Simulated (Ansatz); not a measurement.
# The 3-layer 2H-MoS2 (2H stacking) between two gates, part 3 of 3

Aim: screening and gap of the neutral 3-layer 2H-MoS2 (2H stacking) between oppositely charged gates.

Ansatz 0.2.0; plane-wave DFT, PBE-D3(BJ), Ansatz PAW (set soft_1); PAW set soft_1 (the session's first sound run).

So far, gap along the path (eV): step 3 (gated layer, displacement field 0) 1.01; step 4 (displacement field 0.905 V/nm) 0.992; step 5 (displacement field 1.81 V/nm) 0.946; step 6 (displacement field 2.71 V/nm) 0.877.

## Step 7: Gated layer, displacement field 3.62 V/nm

File input.yaml:

```yaml
crystal:
  lattice:
    - [3.1510324836, 0.0, 0.0]
    - [-1.5755162418, 2.7288741789, 0.0]
    - [0.0, 0.0, 61.0457126561]
  atoms:
    - { symbol: S, position: [0.3333333333, 0.6666666667, 0.3751287192] }
    - { symbol: Mo, position: [0.0, 0.0, 0.4008105557] }
    - { symbol: S, position: [0.3333333333, 0.6666666667, 0.4264644501] }
    - { symbol: S, position: [0.0, 0.0, 0.4743582032] }
    - { symbol: Mo, position: [0.3333333333, 0.6666666667, 0.5] }
    - { symbol: S, position: [0.0, 0.0, 0.5256417968] }
    - { symbol: S, position: [0.3333333333, 0.6666666667, 0.5735355499] }
    - { symbol: Mo, position: [0.0, 0.0, 0.5991894443] }
    - { symbol: S, position: [0.3333333333, 0.6666666667, 0.6248712808] }
  periodic: [true, true, false]
  symmetry: { detect: true }
kpoints:
  mp_grid: { grid: [30, 30, 1] }
  band_path:
    path: [[0, 0, 0], [0.5, 0, 0], [0.33333333, 0.33333333, 0], [0, 0, 0]]
    npoints: 16
hamiltonian:
  xc: pbe
  dispersion: d3bj
  pseudopotentials: { kind: paw, azcp: { folder: soft_1 } }
scf:
  occupations: { method: fermi_dirac, width: 0.02585 }
  convergence: { dr2_threshold: 1.0e-10 }
output:
  forces: true
  eigenvalues: true
  dos: { projected: true, e_range: [-3, 3], de: 0.01 }
  write_potential: true
  write_density: true
  volumetric_format: npy
  elf: true
external_charges:
  - { charge: 0, barrier: 10, axis: 3, height: 41.646, sigma: 0.25 }
  - { charge: -0.017198, axis: 3, height: 43.146, sigma: 0.5 }
  - { charge: 0, barrier: 10, axis: 3, height: 19.4, sigma: 0.25 }
  - { charge: 0.017198, axis: 3, height: 17.9, sigma: 0.5 }
```

Started as:

```console
> ansatz run input.yaml --threads 4 --pin off --max-ram 8192MiB --backend cpu --events-out ev --progress --plain --runs-dir out
```

Numbers of over 12 decimals in the logs are rounded to 6 here.

The program printed:

```text
[...]
Crystal: 9 atoms, lattice volume = 524.918 Å³
Basis set: ecut = 420 eV, 10141 PW (Γ), exchange–correlation on 48×48×864 points (8 copies of the dense FFT grid, shifted against one another)
Bands: 48, of which v1, the nominal top of the filled ones, is band 39 counted from 1 (38 counted from 0)
Symmetry: 6 space group operations
k-points: 91 of 900 (time reversal used)
[...]
--- Band table (eV; the first three rows and the last of 91) ---
  k-point 0: bands = [... 35 lower, -6.9398, -6.2605, -5.6365, -5.1964, -3.3809, -3.3809, -3.1670, -3.1670, ... 5 higher]
  k-point 1: bands = [... 35 lower, -6.8358, -6.2531, -5.6518, -5.2231, -3.4068, -3.3502, -3.2048, -3.1840, ... 5 higher]
  k-point 2: bands = [... 35 lower, -6.7205, -6.2370, -5.7033, -5.3042, -3.4733, -3.3144, -3.2634, -3.2401, ... 5 higher]
  k-point 90: bands = [... 35 lower, -7.7593, -6.2321, -5.9314, -5.5975, -4.4281, -4.1296, -3.8094, -3.4243, ... 5 higher]
[key lines of the parts left out:]
SCF converged after 22 iterations
Free energy (F): -20291.918300 eV
Fermi energy:    -4.831030 eV
```

Elapsed: 4.8 min, on 4 threads of Arm Neoverse N1, shared host; peak memory 1.9 GiB; 19 min of CPU time.

Running mean over a fixed 2.7 Å (it still follows the layers) of the planar mean; beyond a gate it holds the 10 eV model barrier. The electron's electrostatic potential energy less the Fermi level by z:

```csv
z (Å),electron's electrostatic potential energy less the Fermi level (eV)
5,13.1
6,13.1
7,13.1
8,13.1
9,13.1
10,13.1
11,13.1
12,13.1
13,13.1
14,13.1
15,13.1
16,13.1
17,13.1
18,12.7
19,9.96
20,6.92
21,2.85
22,-1.64
23,-7.98
24,-12.3
25,-12.2
26,-7.43
27,-2.31
28,-2.29
29,-7.36
30,-12.0
31,-12.0
32,-7.69
33,-2.12
34,-1.86
35,-6.48
36,-11.4
37,-11.5
38,-7.48
39,-1.08
40,4.06
41,8.58
42,12.5
43,15.7
44,16.6
45,16.6
46,16.6
47,16.6
48,16.6
49,16.6
50,16.6
51,16.6
52,16.6
53,16.6
54,16.6
55,16.6
56,16.6
```

The gap, the smaller of path and mesh, is 0.768 eV.

## Step 8: Gated layer, displacement field -1.81 V/nm

input.yaml: that of step 7 with these lines changed.

```diff
@@ -39,4 +39,4 @@
   - { charge: 0, barrier: 10, axis: 3, height: 41.646, sigma: 0.25 }
-  - { charge: -0.017198, axis: 3, height: 43.146, sigma: 0.5 }
+  - { charge: 0.008599, axis: 3, height: 43.146, sigma: 0.5 }
   - { charge: 0, barrier: 10, axis: 3, height: 19.4, sigma: 0.25 }
-  - { charge: 0.017198, axis: 3, height: 17.9, sigma: 0.5 }
+  - { charge: -0.008599, axis: 3, height: 17.9, sigma: 0.5 }
```

The program printed:

```text
[...]
Crystal: 9 atoms, lattice volume = 524.918 Å³
Basis set: ecut = 420 eV, 10141 PW (Γ), exchange–correlation on 48×48×864 points (8 copies of the dense FFT grid, shifted against one another)
Bands: 48, of which v1, the nominal top of the filled ones, is band 39 counted from 1 (38 counted from 0)
Symmetry: 6 space group operations
k-points: 91 of 900 (time reversal used)
[...]
--- Band table (eV; the first three rows and the last of 91) ---
  k-point 0: bands = [... 35 lower, -6.9334, -6.2480, -5.6176, -5.2563, -3.2225, -3.2225, -3.0918, -3.0918, ... 5 higher]
  k-point 1: bands = [... 35 lower, -6.8508, -6.2455, -5.6314, -5.2850, -3.2474, -3.1924, -3.1142, -3.0706, ... 5 higher]
  k-point 2: bands = [... 35 lower, -6.7283, -6.2418, -5.6787, -5.3724, -3.3109, -3.1700, -3.1481, -3.1174, ... 5 higher]
  k-point 90: bands = [... 35 lower, -7.8952, -6.0815, -5.9250, -5.7406, -4.2694, -4.1251, -3.9592, -3.3462, ... 5 higher]
[key lines of the parts left out:]
SCF converged after 18 iterations
Free energy (F): -20291.939787 eV
Fermi energy:    -4.810350 eV
```

Elapsed: 4.7 min, on 4 threads; peak memory 1.9 GiB.

The density of states has structure finer than the step of the table below, so its rows give means over 0.2 eV, whole bins alone (the curve runs from -3 to 1.59 eV). Peaks (eV: height): -2.85: 11.7, -2.58: 9.56, -1.81: 11.1, 1.11: 12.8, 1.26: 17.2, 1.41: 23.3, 1.54: 13.9.

The density of states by energy, zero at the Fermi level of the run, which the smearing sets inside the gap; means over each step:

energy (eV), density of states (states/eV a cell) and a bar:
```
     -2.8        9.8 #######################
     -2.6        7.2 #################
     -2.4        7.4 ##################
     -2.2        5.8 ##############
     -2.0        7.1 #################
     -1.8        9.7 #######################
     -1.6        6.9 ################
     -1.4        4.8 ###########
     -1.2        2.3 #####
     -1.0        1.1 ###
     -0.8        0.5 #
     -0.6        0.3 #
     -0.4        0.1 
     -0.2        0.0 
      0.0        0.0 
      0.2        0.0 
      0.4        0.0 
      0.6        2.0 #####
      0.8        4.8 ###########
      1.0        7.5 ##################
      1.2       11.4 ###########################
      1.4       12.6 ##############################
```

The gap, the smaller of path and mesh, is 0.946 eV.

## Step 9: The series together

This step: plane-wave DFT, PBE-D3(BJ), Ansatz PAW (set soft_1); response to a displacement field between two gates; PAW set soft_1 (Ansatz 0.2.0).

The potential behind each gate is read from every run and counted from the uncharged case.

This step gave:

```
electrostatic distance between the gates : 9.769 Å
geometric distance between the gates     : 25.25 Å
```

Electron's potential behind the upper gate less behind the lower, less the value without field. The step of the electron's potential energy between the gates by displacement field D/eps0:

```csv
displacement field D/eps0 (V/nm),step of the electron's potential energy between the gates (eV)
-1.81,-1.77
0.00,0
0.90,0.884
1.81,1.77
2.71,2.65
3.62,3.53
```

The smaller of the gaps on the path and on the k-mesh, counted as 0 under 0.03 eV. Gap against displacement field D/eps0:

```csv
displacement field D/eps0 (V/nm),gap (eV)
-1.81,0.946
0.00,1.01
0.90,0.992
1.81,0.946
2.71,0.877
3.62,0.768
```

By hand: 3.62 V/nm over the 25.25 Å between the sheets would give 9.14 V in vacuum; the run has 3.53 V, as over 9.77 Å.

## Step 10: A changed input

This step: plane-wave DFT, PBE-D3(BJ), Ansatz PAW (set soft_1) (Ansatz 0.2.0).

An input spoilt on purpose, to show how the run answers: it repeats the earlier run at 0.905 V/nm with kpoints.mp_grid.grid from [30, 30, 1] to [30, 29, 2], and scf.max_iter set to 75.

input.yaml, the sections that differ from step 8:

```yaml
kpoints:
  mp_grid: { grid: [30, 29, 2] }
  band_path:
    path: [[0, 0, 0], [0.5, 0, 0], [0.33333333, 0.33333333, 0], [0, 0, 0]]
    npoints: 16
scf:
  occupations: { method: fermi_dirac, width: 0.02585 }
  convergence: { dr2_threshold: 1.0e-10 }
  max_iter: 75
output:
  forces: true
  eigenvalues: true
  write_potential: true
  write_density: true
  volumetric_format: npy
external_charges:
  - { charge: 0, barrier: 10, axis: 3, height: 41.646, sigma: 0.25 }
  - { charge: -0.004299, axis: 3, height: 43.146, sigma: 0.5 }
  - { charge: 0, barrier: 10, axis: 3, height: 19.4, sigma: 0.25 }
  - { charge: 0.004299, axis: 3, height: 17.9, sigma: 0.5 }
# crystal, hamiltonian: as in step 8
```

The program printed:

```text
Warning: crystal.symmetry: narrowed to the stabiliser of the k-point mesh — unitary ops 6 → 1; excluded 5 operations that carry a point of the 30×29×2 mesh (shift [0, 0, 0]) off the mesh (the run samples exactly the mesh kpoints.mp_grid names, as under crystal.symmetry.detect: false, and its converged state has the mesh's symmetry, not the crystal's; ε∞, the Born charges and the force constants of a linear response (`dielectric:` by the response, `phonons.method: dfpt`) are averaged over those of the crystal's operations that the state keeps within a tolerance, where `mesh_tensors`, `unaveraged_element` or `gamma_mean_max_change_ev_ang2` stands beside them; [rest of the remark cut]
Engine: ansatz 0.2.0, aarch64-unknown-linux-gnu
Pseudopotentials: kind: paw
Pseudopotential: S, paw, valence charge 6, recommended cutoff 420 eV (normal), soft_1/S.paw.azcp
Pseudopotential: Mo, paw, valence charge 14, recommended cutoff 420 eV (normal), soft_1/Mo.paw.azcp
Functional definition: PBE
  parameter kappa = 0.804
  parameter beta = 0.066725
  exchange = pbe_x(kappa = kappa, mu = beta*pi^2/3)
  correlation = pbe_c(beta = beta)
Crystal: 9 atoms, lattice volume = 524.918 Å³
Basis set: ecut = 420 eV, 10141 PW (Γ), exchange–correlation on 48×48×864 points (8 copies of the dense FFT grid, shifted against one another)
Bands: 48, of which v1, the nominal top of the filled ones, is band 39 counted from 1 (38 counted from 0)
Symmetry: 1 space group operations
k-points: 872 of 1740 (time reversal used)
Non-local potential: S, projectors of the file, l = 0: 2, l = 1: 2, l = 2: 1
Non-local potential: Mo, projectors of the file, l = 0: 3, l = 1: 2, l = 2: 2, l = 3: 1
PAW form: soft (Blöchl's): semilocal exchange-correlation on the pseudo side does not see the compensation charge
PAW one-centre angular grid: S, 110 points (default); XC on 64 Gauss nodes
PAW one-centre angular grid: Mo, 590 points (default); XC on 64 Gauss nodes
Initial density: superposition of atomic densities (neutral atoms: chi_scale 0, normalization atom, screened)
Initial wavefunctions: pseudopotential atomic-orbital guess
Functional: x = pbe(κ = 0.804, μ = 0.219515), c = pbe(β = 0.066725)
iter 1 solved again at ethr=2.45e-2 eV; its pass at ethr=1.00e-1 eV (dr2=1.91e1 eV) is discarded
SCF iter   1: F=—  HF=-20296.051825 eV  |F-HF|=—  |Δ(HF+E_count)|=         —  Δρ=4.81e-2  dr2=1.90e1  ethr=2.45e-2  ⟨swp⟩=2.2  Hψ=208606  notcnv=0
preconditioner: auto → Resta (q_TF=auto, 1.986 Å⁻¹)  ε∞=2.9  [insulator: Δε(μ)=0.961 eV  Ē_g=8.678 eV  σ=0.026 eV  W_gap=1.00  n_scr=38 (ndim 8)  ℏωp=11.9 eV  f_vac=0.688  D(μ)=0.00/eV (n_scr^D=0)  ε∞_Penn≈2.9  vacuum switching on, ρ_ref=5.5e-3 e/Å³]
SCF iter   2: F=—  HF=-20293.917712 eV  |F-HF|=—  |Δ(HF+E_count)|=    2.13e0  Δρ=3.05e-2  dr2=1.47e1  ethr=2.43e-2  ⟨swp⟩=4.4  Hψ=116484  notcnv=0  defer=41
iter 3 solved again at ethr=9.03e-4 eV; its pass at ethr=1.88e-2 eV (dr2=7.05e-1 eV) is discarded
SCF iter   3: F=—  HF=-20292.113495 eV  |F-HF|=—  |Δ(HF+E_count)|=    1.80e0  Δρ=1.23e-2  dr2=7.08e-1  ethr=9.03e-4  ⟨swp⟩=5.2  Hψ=212696  notcnv=0  defer=60
SCF iter   4: F=—  HF=-20291.950594 eV  |F-HF|=—  |Δ(HF+E_count)|=   1.63e-1  Δρ=2.52e-3  dr2=3.83e-2  ethr=9.03e-4  ⟨swp⟩=4.0  Hψ=111742  notcnv=0  defer=702
SCF iter   5: F=—  HF=-20291.949498 eV  |F-HF|=—  |Δ(HF+E_count)|=   1.10e-3  Δρ=1.20e-3  dr2=5.69e-2  ethr=4.90e-5  ⟨swp⟩=6.8  Hψ=136211  notcnv=0  defer=1449
```

Elapsed: 10 min, on 4 threads; peak memory 7.8 GiB.

Residual by cycle:

cycle, log10 residual and a bar from the least value:
```
        1        1.3 ##############################
        2        1.2 #############################
        3       -0.1 ##############
        4       -1.4 
        5       -1.2 ##
```

The run was cut off at its time limit.

After 5 cycles the residual stands at 0.057.

The fault put into the input: a mesh that breaks the symmetry.

## Step 11: Varying the input: scf.algorithm = "density_mixing"

Another changed input: it repeats the earlier run at 0.905 V/nm with scf.algorithm to density_mixing.

input.yaml: that of step 10 with these lines changed.

```diff
@@ -18,3 +18,3 @@
 kpoints:
-  mp_grid: { grid: [30, 29, 2] }
+  mp_grid: { grid: [30, 30, 1] }
   band_path:
@@ -29,3 +29,3 @@
   convergence: { dr2_threshold: 1.0e-10 }
-  max_iter: 75
+  algorithm: density_mixing
 output:
```

The program printed:

```text
[...]
Crystal: 9 atoms, lattice volume = 524.918 Å³
Basis set: ecut = 420 eV, 10141 PW (Γ), exchange–correlation on 48×48×864 points (8 copies of the dense FFT grid, shifted against one another)
Bands: 48, of which v1, the nominal top of the filled ones, is band 39 counted from 1 (38 counted from 0)
Symmetry: 6 space group operations
k-points: 91 of 900 (time reversal used)
[...]
SCF iter   1: F=—  HF=-20296.198340 eV  |F-HF|=—  |Δ(HF+E_count)|=         —  Δρ=4.84e-2  dr2=1.88e1  ethr=3.10e-3  ⟨swp⟩=18.4  Hψ=36571  notcnv=0
[...]
SCF iter  18: F=-20291.945160 eV  HF=-20291.945160 eV  |F-HF|=6.18e-11  |Δ(HF+E_count)|=  5.97e-10  Δρ=5.38e-8  dr2=2.18e-11  ethr=1.00e-12  ⟨swp⟩=27.4  Hψ=41385  notcnv=0
SCF 1 converged in 18 iterations: F = -20291.945160 eV  dr2 = 2.18e-11
[...]
SCF converged after 18 iterations
Free energy (F): -20291.945160 eV
[...]
Internal energy: -20291.945160 eV  (E = F + TS)
E sigma→0 (E₀):  -20291.945160 eV
Fermi energy:    -4.804734 eV
[...]
--- Forces (eV/Å), atoms and charges each counted from 1 ---
  atom   1  S      0.00000000    -0.00000000     0.00468872
  atom   2  Mo     0.00000000    -0.00000000    -0.00755113
  atom   3  S      0.00000000    -0.00000000     0.00831078
  atom   4  S      0.00000000     0.00000000     0.00107079
  atom   5  Mo     0.00000000     0.00000000    -0.00921131
  atom   6  S      0.00000000     0.00000000     0.00816761
  atom   7  S      0.00000000    -0.00000000     0.00059395
  atom   8  Mo     0.00000000    -0.00000000    -0.00766683
  atom   9  S      0.00000000    -0.00000000     0.00205070
  external charge   1     0.00000000     0.00000000     0.00394625
  external charge   2     0.00000000     0.00000000    -0.00019455
  external charge   3     0.00000000     0.00000000    -0.00440156
  external charge   4     0.00000000     0.00000000     0.00019435
  max |Σ_I F_I| component, the external charges' with the atoms': 2.23e-6 eV/Å
--- Band table (eV; the first three rows and the last of 91) ---
  k-point 0: bands = [... 35 lower, -6.9322, -6.2445, -5.6113, -5.2733, -3.1455, -3.1455, -3.0862, -3.0862, ... 5 higher]
  k-point 1: bands = [... 35 lower, -6.8536, -6.2431, -5.6244, -5.3028, -3.1696, -3.1167, -3.1085, -3.0576, ... 5 higher]
  k-point 2: bands = [... 35 lower, -6.7301, -6.2425, -5.6697, -5.3928, -3.2312, -3.1609, -3.0807, -3.0733, ... 5 higher]
  k-point 90: bands = [... 35 lower, -7.9552, -6.0171, -5.9199, -5.8069, -4.1908, -4.1240, -4.0357, -3.3247, ... 5 higher]
```

Elapsed: 4.4 min, on 4 threads; peak memory 1.9 GiB.

This step gave:

```
gap along the path                                                                  : 0.9920 eV
smallest direct gap along the path                                                  : 1.616 eV
gap, the smaller of path and mesh                                                   : 0.9920 eV
potential beyond the upper barrier and gate, less the barrier, from the Fermi level : 5.247 eV
```

Electronic bands along the path, in eV, zero at the Fermi level of the run, which the smearing sets inside the gap:

```csv
point,band 36,band 37,band 38,band 39,band 40,band 41,band 42,band 43
Γ,-2.13,-1.44,-0.81,-0.47,1.66,1.66,1.72,1.72
halfway,-2.18,-1.94,-1.85,-1.76,0.86,1.12,1.19,1.30
M,-1.90,-1.85,-1.77,-1.67,1.18,1.25,1.34,1.63
halfway,-2.82,-1.52,-1.41,-1.30,1.05,1.14,1.23,1.89
K,-3.15,-1.21,-1.12,-1.00,0.61,0.68,0.77,1.48
halfway,-2.05,-1.98,-1.91,-1.82,0.52,0.81,1.12,1.33
Γ,-2.13,-1.44,-0.81,-0.47,1.66,1.66,1.72,1.72
```

```csv
quantity,this run,earlier run,difference
gap along the path (eV),0.9920,0.9920,0
smallest direct gap along the path (eV),1.616,1.616,0
gap on the k-mesh (eV),0.9920,0.9920,0
"potential beyond the upper barrier and gate, less the barrier, from the Fermi level (eV)",5.247,5.247,0
```

Nothing in the table moves by 0.01 in its unit.

## Step 12: Outcome

| Property | Result |
| --- | --- |
| gap with uncharged gates | 1.01 eV |
| electrostatic distance between the gates | 9.77 Å |
| geometric distance between the gates | 25.2 Å |
| gap at 3.62 V/nm | 0.768 eV |

The gap goes from 1.01 to 0.77 eV at 3.6 V/nm. The layers screen the field: the voltage is that of a vacuum gap 15.5 Å narrower than the real distance. The gates are charged sheets behind model barriers, not atoms. Gaps are the smaller of those on the path and on the mesh; band edges between these points would make them smaller still. Spin-orbit coupling is left out, which matters for the bands of elements this heavy.

[Logs are printed without paths, hosts, clocks, repeated set-up lines and the standing remarks that a program may print on its own settings, such as how far it seeks lower states.]

[Hosts, paths, dates, database ids (printed as entryN), source tags and the programs' standing remarks are cut or masked in the printed files.]

[Maps of the electrostatic potential energy from Ansatz leave out the sawtooth potential of an applied field or a dipole correction, so their vacuum need not be flat; planar profiles and work functions include it.]

[The density of states shown here was stored with 400 of the rows of the run's finer table, so its peaks can read low, often by over a quarter, or be missed, and its means over a window can be off by a tenth or more.]
